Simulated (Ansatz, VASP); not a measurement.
## Cross-check of Te2Mo (rutile type (invented)) between VASP and Ansatz

Aim: how closely do two programs agree when they are given the same cell, functional and k mesh? The cell is generated by rule, not measured, and may not be a known phase. The cell is taken from a series of runs on this material, whose earlier steps may have relaxed, scaled, displaced or heated it; both programs get it as it stands.

Program: Ansatz 0.2.0. Level of theory: plane waves, with VASP 6.6.1 beside it; relaxation of cell and atoms at PBE. Results are calculated unless marked as measured.

## (1) Starting point

The structure is tetragonal, space group P4_2/mnm (No. 136). Conventional cell: a = 6.681 Å, b = 6.681 Å, c = 3.610 Å, α = 90.00°, β = 90.00°, γ = 90.00°. Nearest to Mo lie 6 Te at 2.70 to 2.72 Å. Nearest to Te lie 3 Mo at 2.70 to 2.72 Å. Farther neighbours and most contacts between anions are not listed.

## (2) VASP: relaxation of cell and atoms, PBE

The relaxed volume is the usual yardstick between codes: in a stiff, nearly cubic crystal its relative difference is about their pressure difference at one cell divided by the bulk modulus.

Lines of VASP's logs that name or quote its potential files are left out, and so is its time.

File INCAR:

```
SYSTEM = Te2Mo
PREC = Accurate
ENCUT = 500
EDIFF = 1E-07
NELM = 120
ISMEAR = 0
SIGMA = 0.1
LREAL = .FALSE.
ALGO = Normal
GGA = PE
NBANDS = 32
LASPH = .TRUE.
LORBIT = 11
LWAVE = .FALSE.
LCHARG = .FALSE.
ISIF = 3
IBRION = 2
NSW = 80
EDIFFG = -0.005
GGA_COMPAT = .FALSE.
NELMIN = 4
KPAR = 2
```

File POSCAR:

```
Te2Mo
1.0
    6.6810900000      0.0000000000      0.0000000000
    0.0000000000      6.6810900000      0.0000000000
    0.0000000000      0.0000000000      3.6099670000
Mo Te
2 4
Direct
    0.0000000000      0.0000000000      0.0000000000
    0.5000000000      0.5000000000      0.4999998615
    0.2852977583      0.2852977583      0.0000000000
    0.7147022417      0.7147022417      0.0000000000
    0.7852977583      0.2147022417      0.4999998615
    0.2147022417      0.7852977583      0.4999998615
```

File KPOINTS:

```
Automatic mesh
0
Gamma
6 6 10
0 0 0
```

PAW data sets: Mo_sv and Te (PBE family, release 64).

Launch:

```sh
$ mpirun -np 2 vasp_std
```

Numbers of over 12 decimals in the logs are rounded to 6 here.

The program printed:

```text
[banner, memory and clock lines left out]
running    2 mpi-ranks, on    1 nodes
 distrk:  each k-point on    1 cores,    2 groups
 distr:  one band on    1 cores,    1 groups

 POSCAR found type information on POSCAR MoTe
 POSCAR found :  2 types and       6 ions
 LDA part: xc-table for (Slater+PW92), standard interpolation
 POSCAR, INCAR and KPOINTS ok, starting setup
 FFT: planning ... GRIDC
 FFT: planning ... GRID_SOFT
 FFT: planning ... GRID
 WAVECAR not read
 entering main loop
       N       E                     dE             d eps       ncg     rms          rms(c)
DAV:   1     0.376783921415E+03    0.37678E+03   -0.25070E+04  4448   0.140E+03
DAV:   2    -0.133146273650E+02   -0.39010E+03   -0.38157E+03  4832   0.334E+02
DAV:   3    -0.343603641430E+02   -0.21046E+02   -0.20523E+02  4856   0.653E+01
DAV:   4    -0.349712557509E+02   -0.61089E+00   -0.60321E+00  4536   0.108E+01
DAV:   5    -0.349918933180E+02   -0.20638E-01   -0.20619E-01  5440   0.192E+00    0.180E+01
DAV:   6    -0.348355170177E+02    0.15638E+00   -0.12642E+01  3944   0.166E+01    0.854E+00
DAV:   7    -0.340996676946E+02    0.73585E+00   -0.84405E+00  4008   0.120E+01    0.676E+00
DAV:   8    -0.338745178298E+02    0.22515E+00   -0.75126E-01  4312   0.473E+00    0.164E+00
DAV:   9    -0.338718286925E+02    0.26891E-02   -0.10740E-01  5216   0.141E+00    0.708E-01
DAV:  10    -0.338718592256E+02   -0.30533E-04   -0.11556E-02  4592   0.619E-01    0.185E-01
DAV:  11    -0.338716261143E+02    0.23311E-03   -0.13669E-03  4688   0.200E-01    0.545E-02
DAV:  12    -0.338716279563E+02   -0.18420E-05   -0.69513E-05  4632   0.408E-02    0.213E-02
DAV:  13    -0.338716302351E+02   -0.22788E-05   -0.26422E-05  4896   0.290E-02    0.451E-03
DAV:  14    -0.338716310761E+02   -0.84103E-06   -0.11855E-06  4272   0.510E-03    0.330E-03
DAV:  15    -0.338716310916E+02   -0.15469E-07   -0.32792E-07  3768   0.287E-03
   1 F= -.33871631E+02 E0= -.33858711E+02  d E =-.338716E+02
 curvature:   0.00 expect dE= 0.000E+00 dE for cont linesearch  0.000E+00
 trial: gam= 0.00000 g(F)=  0.150E-04 g(S)=  0.478E-04 ort = 0.000E+00 (trialstep = 0.100E+01)
 search vector abs. value=  0.628E-04
 bond charge predicted
       N       E                     dE             d eps       ncg     rms          rms(c)
DAV:   1    -0.338721518583E+02   -0.52078E-03   -0.12418E-02  3912   0.794E-01    0.190E-01
DAV:   2    -0.338720163992E+02    0.13546E-03   -0.46540E-03  4072   0.373E-01    0.116E-01
DAV:   3    -0.338716712675E+02    0.34513E-03   -0.14611E-03  4224   0.168E-01    0.440E-02
DAV:   4    -0.338716531402E+02    0.18127E-04   -0.10992E-04  4312   0.601E-02    0.133E-02
DAV:   5    -0.338716528572E+02    0.28297E-06   -0.14469E-05  4592   0.218E-02    0.134E-02
DAV:   6    -0.338716544006E+02   -0.15434E-05   -0.14325E-06  4400   0.584E-03    0.377E-03
DAV:   7    -0.338716551072E+02   -0.70654E-06   -0.42056E-07  3544   0.397E-03    0.127E-03
DAV:   8    -0.338716551336E+02   -0.26407E-07   -0.24041E-08  2288   0.116E-03
   2 F= -.33871655E+02 E0= -.33858752E+02  d E =-.240420E-04
 trial-energy change:   -0.000024  1 .order   -0.000018   -0.000063    0.000028
 step:   0.7704(harm=  0.6945)  dis= 0.00023  next Energy=   -33.871658 (dE=-0.271E-04)
 bond charge predicted
       N       E                     dE             d eps       ncg     rms          rms(c)
DAV:   1    -0.338716856733E+02   -0.30566E-04   -0.65551E-04  3856   0.182E-01    0.436E-02
DAV:   2    -0.338716793404E+02    0.63329E-05   -0.24715E-04  4016   0.859E-02    0.267E-02
DAV:   3    -0.338716607740E+02    0.18566E-04   -0.77066E-05  4152   0.387E-02    0.101E-02
DAV:   4    -0.338716592085E+02    0.15655E-05   -0.57947E-06  4200   0.138E-02    0.307E-03
DAV:   5    -0.338716587747E+02    0.43377E-06   -0.75752E-07  4528   0.499E-03    0.309E-03
DAV:   6    -0.338716584240E+02    0.35071E-06   -0.63634E-08  2216   0.133E-03    0.871E-04
DAV:   7    -0.338716582433E+02    0.18070E-06   -0.23334E-08  2056   0.888E-04    0.258E-04
DAV:   8    -0.338716582491E+02   -0.58453E-08   -0.31765E-09  2088   0.346E-04
   3 F= -.33871658E+02 E0= -.33858751E+02  d E =-.271576E-04
 curvature:  -0.33 expect dE=-0.367E-05 dE for cont linesearch -0.236E-06
 trial: gam= 0.28676 g(F)=  0.442E-07 g(S)=  0.112E-04 ort =-0.674E-05 (trialstep = 0.954E+00)
 search vector abs. value=  0.126E-04
 reached required accuracy - stopping structural energy minimisation
```

OUTCAR, selected parts (step 2):

```text
ion  position               nearest neighbor table
   1  0.000  0.000  0.000-   3 2.70   4 2.70   5 2.72   6 2.72   5 2.72   6 2.72
   2  0.500  0.500  0.500-   5 2.70   6 2.70   3 2.72   4 2.72   3 2.72   4 2.72
   3  0.285  0.285  0.000-   1 2.70   2 2.72   2 2.72
   4  0.715  0.715  0.000-   1 2.70   2 2.72   2 2.72
   5  0.785  0.215  0.500-   2 2.70   1 2.72   1 2.72
   6  0.215  0.785  0.500-   2 2.70   1 2.72   1 2.72

  LATTYP: Found a simple tetragonal cell.
 ALAT       =     6.6810900000
 C/A-ratio  =     0.5403260546

 Subroutine GETGRP returns: Found 16 space group operations
 (whereof  8 operations were pure point group operations)

The static configuration has the point symmetry D_2h.
 The point group associated with its full space group is D_4h.

 Found     60 irreducible k-points:

   k-points           NKPTS =     60   k-points in BZ     NKDIM =     60   number of bands    NBANDS=     32

   dimension x,y,z NGX =    50 NGY =   50 NGZ =   28
   dimension x,y,z NGXF=   100 NGYF=  100 NGZF=   56

   ENCUT  =  500.0 eV  36.75 Ry    6.06 a.u.  12.18 12.18  6.58*2*pi/ulx,y,z

   NELECT =      52.0000    total number of electrons

 k-points in reciprocal lattice and weights: Automatic mesh
   0.00000000  0.00000000  0.00000000       0.003
   0.16666667  0.00000000  0.00000000       0.011
   0.33333333  0.00000000  0.00000000       0.011
   0.50000000  0.00000000  0.00000000       0.006
   0.16666667  0.16666667  0.00000000       0.011
   0.33333333  0.16666667  0.00000000       0.022
   0.50000000  0.16666667  0.00000000       0.011
   0.33333333  0.33333333  0.00000000       0.011
   0.50000000  0.33333333  0.00000000       0.011
[...]
0.50000000  0.33333333  0.50000000       0.011
   0.50000000  0.50000000  0.50000000       0.003

 average (electrostatic) potential at core
       1 -74.3833       2 -74.3833       3 -87.2452       4 -87.2452       5 -87.2452
       6 -87.2452

 E-fermi :   7.5939

 k-point     1 :       0.0000    0.0000    0.0000
  band No.  band energies     occupation
    ...
     23       6.6960      2.00000
     24       7.0889      2.00000
     25       7.0889      2.00000
     26       7.5362      1.58564
     27       7.5362      1.58564
     28       8.4649      0.00000
     29       8.5185      0.00000
     30       8.5450      0.00000
     31       8.6418      0.00000
     32      10.5503      0.00000

 k-point     2 :       0.1667    0.0000    0.0000
  band No.  band energies     occupation
    ...
     23       6.5013      2.00000
     24       6.9349      2.00000
     25       7.3047      1.99996
     26       7.4181      1.98713
     27       7.5163      1.72777
     28       8.3300      0.00000
     29       8.4480      0.00000
     30       8.7528      0.00000
     31       8.9099      0.00000
     32      10.7353      0.00000

 k-point     3 :       0.3333    0.0000    0.0000
  band No.  band energies     occupation
    ...
     22       6.1053      2.00000
     23       6.3543      2.00000
     24       6.6382      2.00000
     25       7.0981      2.00000
     26       7.4156      1.98833
     27       7.9640      0.00000
     28       8.0129      0.00000
     29       8.2701      0.00000
     30       8.8208      0.00000
     31       9.7377      0.00000
    ...

  Total        0.0264038      0.0264038     -0.0008637      0.0000000      0.0000000      0.0000000
  in kB        0.2627097      0.2627097     -0.0085931      0.0000000      0.0000000      0.0000000
  external PRESSURE =       0.1722755 kB  Pullay stress =       0.0000000 kB

  energy-cutoff  :      500.00
  volume of cell :      161.03
      direct lattice vectors                 reciprocal lattice vectors
     6.680304840  0.000000000  0.000000000     0.149693768  0.000000000  0.000000000
     0.000000000  6.680304840  0.000000000    -0.000000000  0.149693768  0.000000000
     0.000000000  0.000000000  3.608350685     0.000000000  0.000000000  0.277134926

 POSITION                                       TOTAL-FORCE (eV/Angst)
 -----------------------------------------------------------------------------------
      0.00000      0.00000      0.00000         0.000000      0.000000      0.000000
      3.34015      3.34015      1.80417         0.000000      0.000000      0.000000
      1.90611      1.90611      0.00000         0.000339      0.000339      0.000000
      4.77420      4.77420      0.00000        -0.000339     -0.000339      0.000000
      5.24626      1.43404      1.80417         0.000339     -0.000339      0.000000
      1.43404      5.24626      1.80417        -0.000339      0.000339      0.000000
 -----------------------------------------------------------------------------------
    total drift:                               -0.000000     -0.000000      0.001258

  FREE ENERGIE OF THE ION-ELECTRON SYSTEM (eV)
  ---------------------------------------------------
  free  energy   TOTEN  =       -33.8716582491 eV

  energy  without entropy=      -33.8458441129  energy(sigma->0) =      -33.85875118

 reached required accuracy - stopping structural energy minimisation

 total charge
# of ion       s       p       d       tot
------------------------------------------
    1        2.253   6.137   3.990  12.380
    2        2.253   6.137   3.990  12.380
    3        1.368   1.964   0.064   3.396
    4        1.368   1.964   0.064   3.396
    5        1.368   1.964   0.064   3.396
    6        1.368   1.964   0.064   3.396
--------------------------------------------------
tot          9.977  20.130   8.236  38.343

[... 3 further parts left out ...]
```

[end of part 1 of 2]

[Lines on the potential files, build, host, timing and source positions are cut from VASP's logs without a mark.]

[Logs are printed without paths, hosts, clocks, repeated set-up lines and the standing remarks that a program may print on its own settings, such as how far it seeks lower states.]

[Hosts, paths, dates, database ids (printed as entryN), source tags and the programs' standing remarks are cut or masked in the printed files.]
